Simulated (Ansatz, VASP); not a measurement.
# Cross-check of Si (Si(110)) between VASP and Ansatz, part 2 of 2

Aim: how closely do two programs agree when they are given the same cell, functional and k mesh? The structure shown is the end of the VASP relaxation below.

VASP 6.6.1 and Ansatz 0.2.0.

So far: Starting point; VASP: relaxation, PBE.

### 3. Ansatz: single point, PBE

Level of this step: Ansatz beside VASP: Kohn-Sham DFT, plane waves, PBE (Ansatz).

Ansatz runs on its default PAW (the set named soft_2) files.

The same cell, functional, mesh and smearing now go to Ansatz, which takes its cutoff from its data sets.

The input, input.yaml:

```yaml
crystal:
  lattice:
    - [3.9056163, 0.0, 0.0]
    - [0.0, 5.52337554, 0.0]
    - [0.0, 0.0, 31.40446049]
  atoms:
    - { symbol: Si, position: [0.75, 0.39528718, 0.73818808] }
    - { symbol: Si, position: [0.25, 0.60471282, 0.73818808] }
    - { symbol: Si, position: [0.25, 0.88315686, 0.68367086] }
    - { symbol: Si, position: [0.75, 0.11684314, 0.68367086] }
    - { symbol: Si, position: [0.75, 0.37701041, 0.62331599] }
    - { symbol: Si, position: [0.25, 0.62298959, 0.62331599] }
    - { symbol: Si, position: [0.25, 0.8753424, 0.5615927] }
    - { symbol: Si, position: [0.75, 0.1246576, 0.5615927] }
    - { symbol: Si, position: [0.75, 0.37620261, 0.5] }
    - { symbol: Si, position: [0.25, 0.62379739, 0.5] }
    - { symbol: Si, position: [0.25, 0.8753424, 0.4384073] }
    - { symbol: Si, position: [0.75, 0.1246576, 0.4384073] }
    - { symbol: Si, position: [0.75, 0.37701041, 0.37668401] }
    - { symbol: Si, position: [0.25, 0.62298959, 0.37668401] }
    - { symbol: Si, position: [0.25, 0.88315686, 0.31632914] }
    - { symbol: Si, position: [0.75, 0.11684314, 0.31632914] }
    - { symbol: Si, position: [0.75, 0.39528718, 0.26181192] }
    - { symbol: Si, position: [0.25, 0.60471282, 0.26181192] }
hamiltonian:
  xc: pbe
  pseudopotentials: { kind: paw }
kpoints:
  mp_grid: { grid: [6, 5, 1] }
scf:
  occupations: { method: gaussian, width: 0.03 }
  n_extra_bands: 8
efield:
  axis: 3
  dipole_correction: true
  ramp_width: 0.04
output:
  forces: true
  eigenvalues: true
```

Run with:

```sh
$ ansatz run input.yaml --threads 8 --pin off --max-ram 18432MiB --backend cpu --events-out ev --progress --plain --runs-dir out
```

Numbers of over 12 decimals in the logs are rounded to 6 here.

The log of the run:

```text
scf.n_extra_bands = 8 over 36 filled bands (N_el = 72.0): the run solves 44 bands
Engine: ansatz 0.2.0, aarch64-unknown-linux-gnu
Pseudopotentials: kind: paw
Pseudopotential: Si, paw, valence charge 4, recommended cutoff 420 eV (normal), Si.paw.azcp
Functional definition: PBE
  parameter kappa = 0.804
  parameter beta = 0.066725
  exchange = pbe_x(kappa = kappa, mu = beta*pi^2/3)
  correlation = pbe_c(beta = beta)
Crystal: 18 atoms, lattice volume = 677.463 Å³
Basis set: ecut = 420 eV, 13291 PW (Γ), exchange–correlation on 54×80×432 points (8 copies of the dense FFT grid, shifted against one another)
Bands: 44, of which v1, the nominal top of the filled ones, is band 36 counted from 1 (35 counted from 0)
Symmetry: 4 space group operations
k-points: 12 of 30
Non-local potential: Si, projectors of the file, l = 0: 2, l = 1: 2, l = 2: 2
PAW form: soft (Blöchl's): semilocal exchange-correlation on the pseudo side does not see the compensation charge
PAW one-centre angular grid: Si, 110 points (default); XC on 64 Gauss nodes
Initial density: superposition of atomic densities (neutral atoms: chi_scale 0, normalization atom), corrected by the library's trained network
Initial wavefunctions: pseudopotential atomic-orbital guess
Functional: x = pbe(κ = 0.804, μ = 0.219515), c = pbe(β = 0.066725)
SCF iter   1: F=—  HF=-11439.958214 eV  |F-HF|=—  |Δ(HF+E_count)|=         —  Δρ=2.85e-3  dr2=7.53e-2  ethr=1.77e-3  p=0.000 e·Å  D=2.97e-14 V/Å  ΔV_dip=-0.00 eV  dr2_dipole=7.47e-7  V_vac-E_F(+/−)=4.75/4.75 eV  ⟨swp⟩=11.0  Hψ=3343  notcnv=0  defer=5
efield: sawtooth ramp at fractional position 0.9800 (placed from the atoms, in the widest stretch of the axis that holds none; the zero of the levels goes with the place), width 0.0400; the density the first Hamiltonian is built on has a dipole p = 0.000 e·Å; the dipole correction subtracts the counter field D = 2.97e-14 V/Å, which shifts the + side's vacuum level by -0.00 eV against the − side's; the planar-averaged density in the ramp window peaks in size at 6.1e-6 e/Å³
preconditioner: auto → LDOS  [metal: Δε(μ)=0.028 eV  Ē_g=6.605 eV  σ=0.030 eV  W_gap=0.50  n_scr=66 (ndim 8)  ℏωp=12.1 eV  f_vac=0.398  D(μ)=11.94/eV (n_scr^D=56)  β→1.0]
SCF iter   2: F=—  HF=-11439.949238 eV  |F-HF|=—  |Δ(HF+E_count)|=   8.98e-3  Δρ=9.64e-4  dr2=1.04e-2  ethr=1.05e-4  p=-0.000 e·Å  D=-1.41e-6 V/Å  ΔV_dip=0.00 eV  dr2_dipole=2.97e-6  V_vac-E_F(+/−)=4.81/4.81 eV  ⟨swp⟩=3.2  Hψ=1263  notcnv=0  defer=27
SCF iter   3: F=—  HF=-11439.948770 eV  |F-HF|=—  |Δ(HF+E_count)|=   4.68e-4  Δρ=2.48e-4  dr2=2.79e-3  ethr=1.45e-5  p=-0.000 e·Å  D=-1.74e-6 V/Å  ΔV_dip=0.00 eV  dr2_dipole=1.24e-7  V_vac-E_F(+/−)=4.82/4.82 eV  ⟨swp⟩=2.0  Hψ=972  notcnv=0  defer=27
SCF iter   4: F=—  HF=-11439.948775 eV  |F-HF|=—  |Δ(HF+E_count)|=   5.42e-6  Δρ=1.27e-4  dr2=1.05e-3  ethr=3.87e-6  p=-0.000 e·Å  D=-1.20e-6 V/Å  ΔV_dip=0.00 eV  dr2_dipole=6.82e-8  V_vac-E_F(+/−)=4.82/4.82 eV  ⟨swp⟩=2.0  Hψ=781  notcnv=0  defer=27
SCF iter   5: F=—  HF=-11439.948733 eV  |F-HF|=—  |Δ(HF+E_count)|=   4.19e-5  Δρ=6.70e-5  dr2=4.13e-4  ethr=1.46e-6  p=-0.000 e·Å  D=-7.42e-7 V/Å  ΔV_dip=0.00 eV  dr2_dipole=2.48e-8  V_vac-E_F(+/−)=4.81/4.81 eV  ⟨swp⟩=2.1  Hψ=752  notcnv=0  defer=27
SCF iter   6: F=—  HF=-11439.948688 eV  |F-HF|=—  |Δ(HF+E_count)|=   4.48e-5  Δρ=3.11e-5  dr2=5.39e-5  ethr=5.73e-7  p=-0.000 e·Å  D=-3.89e-8 V/Å  ΔV_dip=0.00 eV  dr2_dipole=4.13e-12  V_vac-E_F(+/−)=4.81/4.81 eV  ⟨swp⟩=2.5  Hψ=787  notcnv=0  defer=27
SCF iter   7: F=—  HF=-11439.948793 eV  |F-HF|=—  |Δ(HF+E_count)|=   1.05e-4  Δρ=1.55e-5  dr2=6.33e-6  ethr=7.49e-8  p=0.000 e·Å  D=2.00e-7 V/Å  ΔV_dip=-0.00 eV  dr2_dipole=1.77e-10  V_vac-E_F(+/−)=4.80/4.80 eV  ⟨swp⟩=2.2  Hψ=891  notcnv=0  defer=27
SCF iter   8: F=—  HF=-11439.948793 eV  |F-HF|=—  |Δ(HF+E_count)|=   6.47e-7  Δρ=5.70e-6  dr2=7.40e-7  ethr=8.79e-9  p=0.000 e·Å  D=1.96e-7 V/Å  ΔV_dip=-0.00 eV  dr2_dipole=7.53e-11  V_vac-E_F(+/−)=4.80/4.80 eV  ⟨swp⟩=2.0  Hψ=870  notcnv=0  defer=27
SCF iter   9: F=-11439.948794 eV  HF=-11439.948794 eV  |F-HF|=7.02e-8  |Δ(HF+E_count)|=   1.15e-7  Δρ=2.06e-6  dr2=9.09e-8  ethr=1.39e-10  p=0.000 e·Å  D=1.37e-7 V/Å  ΔV_dip=-0.00 eV  dr2_dipole=3.26e-12  V_vac-E_F(+/−)=4.80/4.80 eV  ⟨swp⟩=13.8  Hψ=3243  notcnv=0
SCF 1 converged in 9 iterations: F = -11439.948794 eV  dr2 = 9.09e-8
  greatest PAW one-centre occupation: 0.648 electrons in one spin orbital (limit 2), on the Si atom at site 17 (counted from 0), in its partial waves of l = 0
SCF converged after 9 iterations
Free energy (F): -11439.948794 eV
Harris-Foulkes:  -11439.948794 eV  (|F-HF|=7.02e-8)
Internal energy: -11439.942984 eV  (E = F + TS)
E sigma→0 (E₀):  -11439.945889 eV
Entropy (-TS):   -0.005810 eV (-0.323 meV/atom)
Fermi energy:    1.136344 eV
Dipole field:    D = 0.000001 V/Å  (p = 0.000005 e·Å, saw-weighted, corrected)
Work function:   Φ+ = 4.8046 eV   Φ− = 4.8047 eV
Levels:          The Fermi level and band energies are counted from a zero that moves with the ramp; work functions are not
--- Per-component energies (eV) ---
  E_band       = -279.696378
  E_kinetic    = 716.036480
  E_local      = -24236.189488  (includes V_loc(G=0)·N_el)
  E_nonlocal   = 466.436609
  E_hartree    = 11825.171874
  E_xc         = -987.241740
  E_vxc        = -832.925102  (∫ρ·V_xc dr)
  E_paw        = -9228.829287  (= ΣΔE_a)
  E_vpaw       = -43.397348  (= ΣTr[D̂ρ^β])
  E_aug_tail   = 0.000115  (compensation charges beyond the density's cutoff)
  E_efield     = 0.000000  (sawtooth field / dipole correction)
  E_vefield    = 0.000000  (∫n·V_field dr)
  E_ewald      = 10004.672453
  E_smearing   = -0.005810  (= −TS)
  E_closure    = 0.000000  (closes the sum)
  Σ components = -11439.948794   (vs F -11439.948794, Δ=0.00e0)
--- Forces (eV/Å), atoms counted from 1 ---
  atom   1  Si    -0.00000000    -0.01808916    -0.02144493
  atom   2  Si     0.00000000     0.01808916    -0.02144493
  atom   3  Si     0.00000000     0.01076121    -0.00438555
  atom   4  Si    -0.00000000    -0.01076121    -0.00438555
  atom   5  Si    -0.00000000     0.01607946    -0.02603309
  atom   6  Si     0.00000000    -0.01607946    -0.02603309
  atom   7  Si    -0.00000000     0.02618129    -0.00589802
  atom   8  Si     0.00000000    -0.02618129    -0.00589802
  atom   9  Si    -0.00000000    -0.01776376    -0.00000003
  atom  10  Si     0.00000000     0.01776376    -0.00000003
  atom  11  Si    -0.00000000     0.02618107     0.00589804
  atom  12  Si     0.00000000    -0.02618107     0.00589804
  atom  13  Si    -0.00000000     0.01607923     0.02603315
  atom  14  Si     0.00000000    -0.01607923     0.02603315
  atom  15  Si     0.00000000     0.01076076     0.00438524
  atom  16  Si    -0.00000000    -0.01076076     0.00438524
  atom  17  Si    -0.00000000    -0.01808897     0.02144520
  atom  18  Si     0.00000000     0.01808897     0.02144520
  max |Σ_I F_I| component: 1.51e-8 eV/Å
--- Band table (eV; the first three rows and the last of 12) ---
  k-point 0: bands = [... 32 lower, 0.6117, 0.8001, 1.1342, 1.2254, 1.6613, 1.8131, 2.1158, 2.2452, ... 4 higher]
  k-point 1: bands = [... 32 lower, 0.2372, 0.3102, 0.9141, 1.0767, 1.7913, 1.9747, 2.0405, 2.2321, ... 4 higher]
  k-point 2: bands = [... 32 lower, -0.3044, -0.2498, 0.7403, 0.8251, 1.3764, 1.5801, 2.3585, 2.5420, ... 4 higher]
  k-point 11: bands = [... 32 lower, -0.6136, -0.6136, 1.1082, 1.1082, 1.3395, 1.3395, 3.1248, 3.1248, ... 4 higher]
```

Wall time 9.9 s (8 threads of Arm Neoverse N1, shared host); peak memory 1.4 GiB.

### 4. Comparison

Known differences besides the potentials themselves: the cutoff is 420 eV in Ansatz and 320 eV in VASP (PREC = Normal, projectors in real space); VASP leaves aspherical gradient terms in its spheres out (LASPH is not set), Ansatz keeps them. Total energies have different zeros and are not compared.

At this near-relaxed geometry the largest component of a force difference is 12 meV/Å.

### 5. Summary of results

```json
{
 "r.m.s. force difference (single point, PBE)": "5.0 meV/Å"
}
```

**Reading.** The r.m.s. force difference is 5.0 meV/Å (single point, PBE), within the 12 meV/Å picked in this series as the mark of a large difference. How closely two codes agree says nothing of how well the functional describes the real material.

[Lines on the potential files, build, host, timing and source positions are cut from VASP's logs without a mark.]

[Logs are printed without paths, hosts, clocks, repeated set-up lines and the standing remarks that a program may print on its own settings, such as how far it seeks lower states.]

[Hosts, paths, dates, database ids (printed as entryN), source tags and the programs' standing remarks are cut or masked in the printed files.]
